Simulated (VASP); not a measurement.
# ZnO (zincite) (P6_3mc) in VASP: a series of runs, part 2 of 2

VASP 6.6.1. Earlier steps stand in the parts before.

### Step 4. Dielectric tensor, PBE

INCAR reads:

```
PREC     = Accurate       # precision mode
ENCUT    = 400            # plane-wave cutoff, eV
EDIFF    = 1E-4           # SCF threshold, eV
ISMEAR   = 0              # smearing method
SIGMA    = 0.01           # smearing width, eV
LREAL    = False          # projectors in reciprocal space
LASPH    = True           # aspherical terms in the spheres
NELM     = 100            # most SCF steps
ALGO     = Normal         # electronic algorithm
ISIF     = 2              # what is computed and relaxed
LWAVE    = False          # write WAVECAR
LCHARG   = False          # write CHGCAR
GGA      = PE             # functional
LEPSILON = True           # dielectric tensor by DFPT
```

KPOINTS reads:

```
Automatic mesh
0
Gamma
  7 7 4
```

POSCAR reads:

```
ZnO
1.0
    3.2493080000      0.0000000000      0.0000000000
   -1.6246540000      2.8139832727      0.0000000000
    0.0000000000      0.0000000000      5.2057090000
Zn O
2 2
Direct
    0.6666666667      0.3333333333      0.0000000000
    0.3333333333      0.6666666667      0.5000000000
    0.3333333333      0.6666666667      0.8790100000
    0.6666666667      0.3333333333      0.3790100000
```

Potentials or basis: VASP PAW PBE potentials, release 64 (Zn, O).

The run is started by

```bash
cat potpaw_PBE.64/Zn/POTCAR potpaw_PBE.64/O/POTCAR > POTCAR
mpirun -np 1 vasp_std > vasp.out
```

OUTCAR:

```text
PREC = Accurate
   ENCUT = 400
   EDIFF = 1E-4
   ISMEAR = 0
   LREAL = False
   LASPH = True
   NELM = 100
   ISIF = 2
   GGA = PE
   LEPSILON = True

 Found     24 irreducible k-points:

 Following reciprocal coordinates:
            Coordinates               Weight
  0.000000  0.000000  0.000000      1.000000
  0.142857  0.000000  0.000000      6.000000
  0.285714  0.000000  0.000000      6.000000
  0.428571 -0.000000  0.000000      6.000000
  0.142857  0.142857  0.000000      6.000000
  0.285714  0.142857  0.000000     12.000000
   k-points           NKPTS =     24   k-points in BZ     NKDIM =     24   number of bands    NBANDS=     22
   number of dos      NEDOS =    301   number of ions     NIONS =      4
   total plane-waves  NPLWV =  20736
   dimension x,y,z NGX =    24 NGY =   24 NGZ =   36
   dimension x,y,z NGXF=    48 NGYF=   48 NGZF=   72
   ions per type =               2   2
   NGX,Y,Z   is equivalent  to a cutoff of  12.28, 12.28, 11.50 a.u.
   NGXF,Y,Z  is equivalent  to a cutoff of  24.56, 24.56, 22.99 a.u.
 SYSTEM =  unknown system
   PREC   = accura    normal or accurate (medium, high low for compatibility)
   ISTART =      0    job   : 0-new  1-cont  2-samecut
   ICHARG =      2    charge: 1-file 2-atom 10-const
   ISPIN  =      1    spin polarized calculation?
   LNONCOLLINEAR =      F non collinear calculations
   LSORBIT =      F    spin-orbit coupling
   LASPH  =      T    aspherical Exc in radial PAW
   ENCUT  =  400.0 eV  29.40 Ry    5.42 a.u.   5.30  5.30  8.49*2*pi/ulx,y,z
   NELM   =    100;   NELMIN=  2; NELMDL= -5     # of ELM steps
   EDIFF  = 0.1E-03   stopping-criterion for ELM
   LREAL  =      F    real-space projection
   EDIFFG = 0.1E-02   stopping-criterion for IOM
   NSW    =      0    number of steps for IOM
   IBRION =     -1    ionic relax: 0-MD 1-quasi-New 2-CG
   NFREE  =      0    steps in history (QN), initial steepest desc. (CG)
   ISIF   =      2    stress and relaxation
   ISYM   =      2    0-nonsym 1-usesym 2-fastsym
   POTIM  = 0.5000    time-step for ionic-motion
   TEBEG  =    0.0;   TEEND  =   0.0 temperature during run
   PSTRESS=    0.0 pullay stress
   NELECT =      36.0000    total number of electrons
   NUPDOWN=      -1.0000    fix difference up-down
   EMIN   =  10.00;   EMAX   =-10.00  energy-range for DOS
   EFERMI =   0.00;   METHOD = LEGACY
   ISMEAR =     0;   SIGMA  =   0.01  broadening in eV -4-tet -1-fermi 0-gaus
   EFERMI_NEDOS =   21; number of points for ismear=-14 and -15
   IALGO  =     38    algorithm
   IMIX   =      4    mixing-type and parameters
     AMIX     =   0.40;   BMIX     =  1.00
     AMIX_MAG =   1.60;   BMIX_MAG =  1.00
  volume/ion in A,a.u.               =      11.90        80.30
  Fermi-wavevector in a.u.,A,eV,Ry     =   1.491574  2.818667 30.270160  2.224794
  Thomas-Fermi vector in A             =   2.604212
   LORBIT       =      0    0 simple, 1 ext, 2 COOP (PROOUT), +10 PAW based schemes
   GGA     = PE    functional components
   LHFCALC =     F    Hartree Fock is set to
   AEXX    =    0.0000 exact exchange contribution
   IVDW    =     0    specifies the selected vdW correction
   LEPSILON=     T    determine dielectric tensor
   LRPA    =     F    only Hartree local field effects (RPA)
 non-spin polarized calculation
 Gauss-broadening in eV      SIGMA  =   0.01
[... 172 lines left out ...]
  -------------------------------------------------------------------------------------
  Total        0.2942647      0.2942647      0.8097162      0.0000000      0.0000000      0.0000000
  in kB        9.9050439      9.9050439     27.2553100      0.0000000      0.0000000      0.0000000
  external PRESSURE =      15.6884659 kB  Pullay stress =       0.0000000 kB

 VOLUME and BASIS-vectors are now :
 -----------------------------------------------------------------------------
  energy-cutoff  :      400.00
  volume of cell :       47.60
      direct lattice vectors                 reciprocal lattice vectors
     3.249308000  0.000000000  0.000000000     0.307757836  0.177684070  0.000000000
    -1.624654000  2.813983273  0.000000000     0.000000000  0.355368139  0.000000000
     0.000000000  0.000000000  5.205709000     0.000000000  0.000000000  0.192096792

 POSITION                                       TOTAL-FORCE (eV/Angst)
 -----------------------------------------------------------------------------------
      1.62465      0.93799      0.00000        -0.000000      0.000000     -0.074848
     -0.00000      1.87599      2.60285         0.000000     -0.000000     -0.074848
     -0.00000      1.87599      4.57587         0.000000     -0.000000      0.074848
      1.62465      0.93799      1.97302        -0.000000     -0.000000      0.074848
 -----------------------------------------------------------------------------------
    total drift:                                0.000000      0.000000     -0.002756

  FREE ENERGIE OF THE ION-ELECTRON SYSTEM (eV)
  ---------------------------------------------------
  free  energy   TOTEN  =       -17.8546276525 eV

  energy  without entropy=      -17.8546276525  energy(sigma->0) =      -17.85462765

 HEAD OF MICROSCOPIC STATIC DIELECTRIC TENSOR (INDEPENDENT PARTICLE, excluding Hartree and local field effects)
 ------------------------------------------------------
           7.258024     0.000000    -0.000000
           0.000000     7.258024     0.000000
           0.000000     0.000000     6.907840
 ------------------------------------------------------

 Free energy of the ion-electron system (eV)
  ---------------------------------------------------
  ---------------------------------------------------
  free energy    TOTEN  =        -0.84562837 eV

  energy without entropy =       -0.84562837

------------------------ aborting loop because EDIFF is reached ----------------------------------------

--------------------------------------- Ionic step        2  -------------------------------------------

------------------------ aborting loop because EDIFF is reached ----------------------------------------

--------------------------------------- Ionic step        3  -------------------------------------------

 Free energy of the ion-electron system (eV)
  ---------------------------------------------------
  ---------------------------------------------------
  free energy    TOTEN  =        -0.80041072 eV

  energy without entropy =       -0.80041072

------------------------ aborting loop because EDIFF is reached ----------------------------------------

 PIEZOELECTRIC TENSOR FIELD DIRECTION 3  (e Angst)
 -----------------------------------------------------------------------------
     1.16673  0.00000 -0.00000           (  0.04534  0.00000 -0.00000)
     0.00000  1.16673  0.00000           (  0.00000  0.04534  0.00000)
    -0.00000  0.00000 -2.35969           ( -0.00000  0.00000 -0.12009)

 PIEZOELECTRIC TENSOR FIELD DIRECTION 3  (C/m^2)
 -----------------------------------------------------------------------------
     0.39272  0.00000 -0.00000
     0.00000  0.39272  0.00000
    -0.00000  0.00000 -0.79428

 MACROSCOPIC STATIC DIELECTRIC TENSOR (including local field effects in DFT)
 ------------------------------------------------------
           7.151088     0.000000     0.000000
           0.000000     7.151088     0.000000
           0.000000     0.000000     6.818733
 ------------------------------------------------------

 PIEZOELECTRIC TENSOR (including local field effects)  for field in x, y, z        (e  Angst)
          XX          YY          ZZ          XY          YZ          ZX
  --------------------------------------------------------------------------------
  x    -0.00000     0.00000     0.00000     0.00000     0.00000     1.24148
  y     0.00000    -0.00000     0.00000     0.00000     1.24148     0.00000
  z     1.16673     1.16673    -2.35969     0.00000     0.00000     0.00000

 PIEZOELECTRIC TENSOR (including local field effects)  for field in x, y, z        (C/m^2)
          XX          YY          ZZ          XY          YZ          ZX
  --------------------------------------------------------------------------------
  x    -0.00000     0.00000     0.00000     0.00000     0.00000     0.41789
  y     0.00000    -0.00000     0.00000     0.00000     0.41789     0.00000
  z     0.39272     0.39272    -0.79428     0.00000     0.00000     0.00000

 BORN EFFECTIVE CHARGES (including local field effects) (in |e|, cummulative output)
 ---------------------------------------------------------------------------------
 ion    1
    1     2.17335     0.00000     0.00000
    2     0.00000     2.17335    -0.00000
    3     0.00000    -0.00000     2.21056
 ion    2
    1     2.17335     0.00000     0.00000
    2    -0.00000     2.17335    -0.00000
    3     0.00000     0.00000     2.21056
 ion    3
    1    -2.17335     0.00000     0.00000
    2     0.00000    -2.17335     0.00000
    3     0.00000     0.00000    -2.21056
 ion    4
    1    -2.17335     0.00000     0.00000
    2     0.00000    -2.17335     0.00000
    3     0.00000     0.00000    -2.21056
```

It took 77 s on 1 thread of Intel Xeon Platinum 8488C (Sapphire Rapids), shared host; peak memory 0.23 GiB.

These settings aren't checked as converged: the numbers below hold their error.

Results:

```
Band gap on the k mesh                  : 0.79 eV, direct
Electronic dielectric tensor (diagonal) : 7.15, 7.15, 6.82
Born charges (mean of the diagonal)     : Zn +2.19; O -2.19 e
```

Caveat: the cutoff is under 1.25 times the usual one of these potentials, so pressure, stress and relaxed cells hold a basis-set (Pulay) error.

### Step 5. For comparison

An earlier run on the cell as given: functional PBE; potentials or basis VASP PAW PBE potentials, release 64 (Zn, O); cutoff 520 eV; k mesh 9 × 9 × 5; occupations fermi-dirac, width 0.05 eV; no spin polarisation.

- Pressure: 6.0 GPa
- Largest force: 0.074 eV/Å
- Band gap on the k mesh: 0.79 eV, direct
